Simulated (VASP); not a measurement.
# Al (Fm-3m) in VASP: a series of runs

One crystal, Al, is run at these levels: PBE; tasks: single point.

Everything below comes from runs of VASP 6.6.1. Logs are shortened: lines on timing, memory, paths and dates and some standing lists are left out, and cuts for length are marked.

## 1. The undisturbed crystal

It takes space group Fm-3m (No. 225, cubic). Conventional cell: a = 4.050 Å, b = 4.050 Å, c = 4.050 Å, α = 90.00°, β = 90.00°, γ = 90.00°. Al (site symmetry m-3m) is surrounded by 12 Al at 2.86 Å.

## 2. Single point, PBE (grid = ENCUT=520 dk=0.35 cell=2x2x2 ISMEAR=1 SIGMA=0.1 LREAL=Auto EDIFF=1e-06)

Contents of INCAR:

```
SYSTEM = Al
PREC = Accurate
ENCUT = 520
EDIFF = 1E-6
ISMEAR = 1
SIGMA = 0.1
LREAL = Auto
LASPH = .True.
NELM = 120
ALGO = Fast
ISIF = 2
LWAVE = .False.
LCHARG = .False.
GGA = PE
NBANDS = 20
```

Contents of KPOINTS:

```
regular mesh
0
Gamma
  4 4 4
  0 0 0
```

Contents of POSCAR:

```
Al
1.0
    0.0000000000      4.0496100000      4.0496100000
    4.0496100000      0.0000000000      4.0496100000
    4.0496100000      4.0496100000      0.0000000000
Al
8
Direct
    0.0000000000      0.0000000000      0.0000000000
    0.0000000000      0.0000000000      0.5000000000
    0.0000000000      0.5000000000      0.0000000000
    0.0000000000      0.5000000000      0.5000000000
    0.5000000000      0.0000000000      0.0000000000
    0.5000000000      0.0000000000      0.5000000000
    0.5000000000      0.5000000000      0.0000000000
    0.5000000000      0.5000000000      0.5000000000
```

Potentials or basis: VASP PAW PBE potentials, release 64 (Al).

The run is started by

```
$ cat potpaw_PBE.64/Al/POTCAR > POTCAR
$ mpirun -np 1 vasp_std > vasp.out
```

OUTCAR:

```text
SYSTEM = Al
   PREC = Accurate
   ENCUT = 520
   EDIFF = 1E-6
   ISMEAR = 1
   LREAL = Auto
   LASPH = .True.
   NELM = 120
   ISIF = 2
   GGA = PE

 Found      8 irreducible k-points:

 Following reciprocal coordinates:
            Coordinates               Weight
  0.000000  0.000000  0.000000      1.000000
  0.250000  0.000000  0.000000      8.000000
  0.500000  0.000000  0.000000      4.000000
  0.250000  0.250000  0.000000      6.000000
  0.500000  0.250000  0.000000     24.000000
 -0.250000  0.250000  0.000000     12.000000
   k-points           NKPTS =      8   k-points in BZ     NKDIM =      8   number of bands    NBANDS=     20
   number of dos      NEDOS =    301   number of ions     NIONS =      8
   total plane-waves  NPLWV = 110592
   dimension x,y,z NGX =    48 NGY =   48 NGZ =   48
   dimension x,y,z NGXF=    96 NGYF=   96 NGZF=   96
   ions per type =               8
   NGX,Y,Z   is equivalent  to a cutoff of  13.93, 13.93, 13.93 a.u.
   NGXF,Y,Z  is equivalent  to a cutoff of  27.87, 27.87, 27.87 a.u.
 SYSTEM =  Al
   PREC   = accura    normal or accurate (medium, high low for compatibility)
   ISTART =      0    job   : 0-new  1-cont  2-samecut
   ICHARG =      2    charge: 1-file 2-atom 10-const
   ISPIN  =      1    spin polarized calculation?
   LNONCOLLINEAR =      F non collinear calculations
   LSORBIT =      F    spin-orbit coupling
   LASPH  =      T    aspherical Exc in radial PAW
   ENCUT  =  520.0 eV  38.22 Ry    6.18 a.u.  10.65 10.65 10.65*2*pi/ulx,y,z
   NELM   =    120;   NELMIN=  2; NELMDL= -5     # of ELM steps
   EDIFF  = 0.1E-05   stopping-criterion for ELM
   LREAL  =      T    real-space projection
   EDIFFG = 0.1E-04   stopping-criterion for IOM
   NSW    =      0    number of steps for IOM
   IBRION =     -1    ionic relax: 0-MD 1-quasi-New 2-CG
   NFREE  =      0    steps in history (QN), initial steepest desc. (CG)
   ISIF   =      2    stress and relaxation
   ISYM   =      2    0-nonsym 1-usesym 2-fastsym
   POTIM  = 0.5000    time-step for ionic-motion
   TEBEG  =    0.0;   TEEND  =   0.0 temperature during run
   PSTRESS=    0.0 pullay stress
   NELECT =      24.0000    total number of electrons
   NUPDOWN=      -1.0000    fix difference up-down
   EMIN   =  10.00;   EMAX   =-10.00  energy-range for DOS
   EFERMI =   0.00;   METHOD = LEGACY
   ISMEAR =     1;   SIGMA  =   0.10  broadening in eV -4-tet -1-fermi 0-gaus
   EFERMI_NEDOS =   21; number of points for ismear=-14 and -15
   IALGO  =     68    algorithm
   IMIX   =      4    mixing-type and parameters
     AMIX     =   0.40;   BMIX     =  1.00
     AMIX_MAG =   1.60;   BMIX_MAG =  1.00
  volume/ion in A,a.u.               =      16.60       112.04
  Fermi-wavevector in a.u.,A,eV,Ry     =   0.925526  1.748991 11.654733  0.856599
  Thomas-Fermi vector in A             =   2.051390
   LORBIT       =      0    0 simple, 1 ext, 2 COOP (PROOUT), +10 PAW based schemes
   GGA     = PE    functional components
   LHFCALC =     F    Hartree Fock is set to
   AEXX    =    0.0000 exact exchange contribution
   IVDW    =     0    specifies the selected vdW correction
   LEPSILON=     F    determine dielectric tensor
   LRPA    =     F    only Hartree local field effects (RPA)
 non-spin polarized calculation
 RMM-DIIS sequential band-by-band and
 Methfessel and Paxton  Order N= 1 SIGMA  =   0.10
  energy-cutoff  :      520.00
  volume of cell :      132.82
 maximum number of plane-waves:      3600
 NGX is ok and might be reduce to    48
   NGX = 21   NGY = 21   NGZ = 21

 number of electron      24.0000000 magnetization

 Free energy of the ion-electron system (eV)
  ---------------------------------------------------
  ext. energy  EPLUGINS =         0.00000000
  ---------------------------------------------------
  free energy    TOTEN  =       -29.91831611 eV

  energy without entropy =      -29.90959864  energy(sigma->0) =      -29.91541028

 E-fermi :   8.0255     XC(G=0): -10.1730

 val. band max:        7.6179577686   @ k =  -0.2500   0.5000   0.2500
 cond. band min:       8.0723409217   @ k =   0.5000   0.2500   0.0000
 fundamental gap:      0.4543831531
 Fermi energy:         8.0254537859

 k-point     1 :       0.0000    0.0000    0.0000
  band No.  band energies     occupation
      1      -3.1550      2.00000
      2       3.3682      2.00000
      3       3.3682      2.00000
      4       3.3682      2.00000
      5       3.3682      2.00000
      6       3.5659      2.00000
[... 12 lines left out ...]
     19      13.5027      0.00000
     20      13.5027      0.00000

 k-point     2 :       0.2500    0.0000    0.0000
  band No.  band energies     occupation
      1      -2.7324      2.00000
      2       0.6041      2.00000
      3       2.7834      2.00000
      4       2.7834      2.00000
      5       2.7834      2.00000
      6       3.8245      2.00000
[... 12 lines left out ...]
     19      13.8642      0.00000
     20      13.8642      0.00000

 k-point     3 :       0.5000    0.0000    0.0000
  band No.  band energies     occupation
      1      -1.4722      2.00000
      2      -1.4722      2.00000
      3       2.9130      2.00000
      4       2.9130      2.00000
      5       2.9130      2.00000
      6       2.9130      2.00000
[... 12 lines left out ...]
     19      11.5779      0.00000
     20      11.5779      0.00000

 k-point     4 :       0.2500    0.2500    0.0000
  band No.  band energies     occupation
      1      -2.5918      2.00000
      2       1.8284      2.00000
      3       1.8352      2.00000
      4       1.8352      2.00000
      5       1.8352      2.00000
      6       1.8352      2.00000
[... 12 lines left out ...]
     19      11.1924      0.00000
     20      13.7523      0.00000

 k-point     5 :       0.5000    0.2500    0.0000
  band No.  band energies     occupation
      1      -1.6117      2.00000
      2      -0.4996      2.00000
      3       0.6026      2.00000
      4       1.6976      2.00000
      5       1.6976      2.00000
      6       3.8587      2.00000
[... 12 lines left out ...]
     19      11.5396      0.00000
     20      11.5396      0.00000

 k-point     6 :      -0.2500    0.2500    0.0000
  band No.  band energies     occupation
      1      -2.0309      2.00000
      2       0.1910      2.00000
      3       0.1910      2.00000
      4       2.3718      2.00000
      5       2.3718      2.00000
      6       4.4108      2.00000
[... 12 lines left out ...]
     19      11.8040      0.00000
     20      11.8040      0.00000

 [... further k-points ...]

------------------------ aborting loop because EDIFF is reached ----------------------------------------

  FORCE on cell =-STRESS in cart. coord.  units (eV):
  Direction    XX          YY          ZZ          XY          YZ          ZX
  --------------------------------------------------------------------------------------
  -------------------------------------------------------------------------------------
  Total       -0.3493641     -0.3493641     -0.3493641     -0.0000000     -0.0000000      0.0000000
  in kB       -4.2142403     -4.2142403     -4.2142403     -0.0000000     -0.0000000      0.0000000
  external PRESSURE =      -4.2142403 kB  Pullay stress =       0.0000000 kB

 VOLUME and BASIS-vectors are now :
 -----------------------------------------------------------------------------
  energy-cutoff  :      520.00
  volume of cell :      132.82
      direct lattice vectors                 reciprocal lattice vectors
     0.000000000  4.049610000  4.049610000    -0.123468680  0.123468680  0.123468680
     4.049610000  0.000000000  4.049610000     0.123468680 -0.123468680  0.123468680
     4.049610000  4.049610000  0.000000000     0.123468680  0.123468680 -0.123468680

 POSITION                                       TOTAL-FORCE (eV/Angst)
 -----------------------------------------------------------------------------------
      0.00000      0.00000      0.00000        -0.000000      0.000000      0.000000
      2.02481      2.02481      0.00000         0.000000     -0.000000      0.000000
      2.02481      0.00000      2.02481        -0.000000     -0.000000      0.000000
      4.04961      2.02481      2.02481        -0.000000     -0.000000      0.000000
      0.00000      2.02481      2.02481         0.000000      0.000000     -0.000000
      2.02481      4.04961      2.02481        -0.000000      0.000000     -0.000000
      2.02481      2.02481      4.04961         0.000000      0.000000     -0.000000
      4.04961      4.04961      4.04961        -0.000000      0.000000     -0.000000
 -----------------------------------------------------------------------------------
    total drift:                               -0.000000     -0.000000     -0.000000

  FREE ENERGIE OF THE ION-ELECTRON SYSTEM (eV)
  ---------------------------------------------------
  free  energy   TOTEN  =       -29.9183161064 eV

  energy  without entropy=      -29.9095986380  energy(sigma->0) =      -29.91541028
```

OSZICAR:

```text
N       E                     dE             d eps       ncg     rms          rms(c)
DAV:   1     0.302981167699E+02    0.30298E+02   -0.89261E+03   320   0.969E+02
DAV:   2    -0.278008586961E+02   -0.58099E+02   -0.55422E+02   416   0.125E+02
DAV:   3    -0.300695516026E+02   -0.22687E+01   -0.22336E+01   408   0.207E+01
DAV:   4    -0.300928517600E+02   -0.23300E-01   -0.22583E-01   392   0.230E+00
DAV:   5    -0.300930732453E+02   -0.22149E-03   -0.22143E-03   388   0.262E-01    0.367E+00
RMM:   6    -0.299923883383E+02    0.10068E+00   -0.11265E-02   323   0.616E-01    0.216E+00
RMM:   7    -0.299184362664E+02    0.73952E-01   -0.33395E-02   332   0.102E+00    0.310E-01
RMM:   8    -0.299183125185E+02    0.12375E-03   -0.11435E-03   343   0.231E-01    0.406E-02
RMM:   9    -0.299183221574E+02   -0.96389E-05   -0.18090E-04   357   0.891E-02    0.279E-02
RMM:  10    -0.299183234267E+02   -0.12693E-05   -0.43854E-05   355   0.462E-02    0.321E-02
RMM:  11    -0.299183163829E+02    0.70438E-05   -0.95036E-06   353   0.187E-02    0.856E-03
RMM:  12    -0.299183161064E+02    0.27653E-06   -0.28009E-06   247   0.118E-02
   1 F= -.29918316E+02 E0= -.29915410E+02  d E =-.871747E-02
```

Run time: 58 s. Hardware: 1 thread of AMD EPYC 7R43 (Zen 3), shared host; peak memory 0.26 GiB.

These settings aren't checked as converged: the numbers below hold their error.

What came out:

- Free energy: -29.9183 eV
- Pressure: -0.4 GPa
- Band gap on the k mesh: none (metal or under the smearing width)

## 3. Single point, PBE (grid = ENCUT=400 dk=0.27 cell=2x2x2 ISMEAR=1 SIGMA=0.1 LREAL=Auto EDIFF=1e-06)

Changes to INCAR since step 2:

```diff
@@ -2,3 +2,3 @@
 PREC = Accurate
-ENCUT = 520
+ENCUT = 400
 EDIFF = 1E-6
```

Contents of KPOINTS:

```
regular mesh
0
Gamma
  5 5 5
  0 0 0
```

POSCAR is that of step 2.

Potentials or basis: VASP PAW PBE potentials, release 64 (Al).

The run is started by

```
$ cat potpaw_PBE.64/Al/POTCAR > POTCAR
$ mpirun -np 1 vasp_std > vasp.out
```

Run time: 41 s. Hardware: 1 thread of AMD EPYC 7R43 (Zen 3), shared host; peak memory 0.19 GiB.

The run converged, but some of its settings lie outside the range that counts as converged, so its numbers aren't taken as properties of the crystal.

What came out:

```
Free energy            : -29.7998 eV
Pressure               : -0.7 GPa
Band gap on the k mesh : none (metal or under the smearing width)
```

## 4. Single point, PBE (grid = ENCUT=650 dk=0.35 cell=2x2x2 ISMEAR=1 SIGMA=0.1 LREAL=Auto EDIFF=1e-06)

Changes to INCAR since step 3:

```diff
@@ -2,3 +2,3 @@
 PREC = Accurate
-ENCUT = 400
+ENCUT = 650
 EDIFF = 1E-6
```

Contents of KPOINTS:

```
regular mesh
0
Gamma
  4 4 4
  0 0 0
```

POSCAR is that of step 3.

The run is started by

```
$ cat potpaw_PBE.64/Al/POTCAR > POTCAR
$ mpirun -np 1 vasp_std > vasp.out
```

It took 49 s on 1 thread of AMD EPYC 7R43 (Zen 3), shared host; peak memory 0.26 GiB.

These settings aren't checked as converged: the numbers below hold their error.

What came out:

| Quantity | Value |
| --- | --- |
| Free energy | -29.9167 eV |
| Pressure | -0.2 GPa |
| Band gap on the k mesh | none (metal or under the smearing width) |

## 5. Single point, PBE (grid = ENCUT=400 dk=0.9 cell=2x2x2 ISMEAR=1 SIGMA=0.1 LREAL=Auto EDIFF=1e-06)

Contents of INCAR:

```
SYSTEM = Al
PREC = Accurate
ENCUT = 400
EDIFF = 1E-6
ISMEAR = 1
SIGMA = 0.1
LREAL = Auto
LASPH = .TRUE.
NELM = 120
ALGO = Fast
ISIF = 2
LWAVE = .FALSE.
LCHARG = .FALSE.
GGA = PE
NBANDS = 20
```

Contents of KPOINTS:

```
Automatic mesh
0
G
  2 2 2
  0 0 0
```

POSCAR is that of step 4.

The run is started by

```
$ cat potpaw_PBE.64/Al/POTCAR > POTCAR
$ mpirun -np 1 vasp_std > vasp.out
```

It took 19 s on 1 thread of Intel Xeon Platinum 8375C at 2.90GHz (Ice Lake), shared host; peak memory 0.22 GiB.

These settings aren't checked as converged: the numbers below hold their error.

What came out:

```
Free energy            : -27.6066 eV
Pressure               : 0.1 GPa
Band gap on the k mesh : none (metal or under the smearing width)
```

Caveat: the k mesh is coarse (spacing up to 0.67 Å⁻¹), so the values aren't converged.

## 6. Single point, PBE (grid = ENCUT=400 dk=0.6 cell=2x2x2 ISMEAR=1 SIGMA=0.1 LREAL=Auto EDIFF=1e-06)

INCAR is that of step 5.

Contents of KPOINTS:

```
Automatic mesh
0
G
  3 3 3
  0 0 0
```

POSCAR is that of step 5.

Potentials or basis: VASP PAW PBE potentials, release 64 (Al).

The run is started by

```
$ cat potpaw_PBE.64/Al/POTCAR > POTCAR
$ mpirun -np 1 vasp_std > vasp.out
```

It took 30 s on 1 thread of Intel Xeon Platinum 8375C at 2.90GHz (Ice Lake), shared host; peak memory 0.21 GiB.

These settings aren't checked as converged: the numbers below hold their error.

What came out:

- Free energy: -30.4865 eV
- Pressure: 0.0 GPa
- Band gap on the k mesh: none (metal or under the smearing width)

Caveat: the k mesh is coarse (spacing up to 0.45 Å⁻¹), so the values aren't converged.

## 7. For comparison

An earlier run on the cell as given: functional PBE; potentials or basis VASP PAW PBE potentials, release 64 (Al); cutoff 520 eV; k mesh 11 × 11 × 11; occupations fermi-dirac, width 0.05 eV; no spin polarisation.

* Pressure: -0.5 GPa
* Band gap on the k mesh: none (metal or under the smearing width)
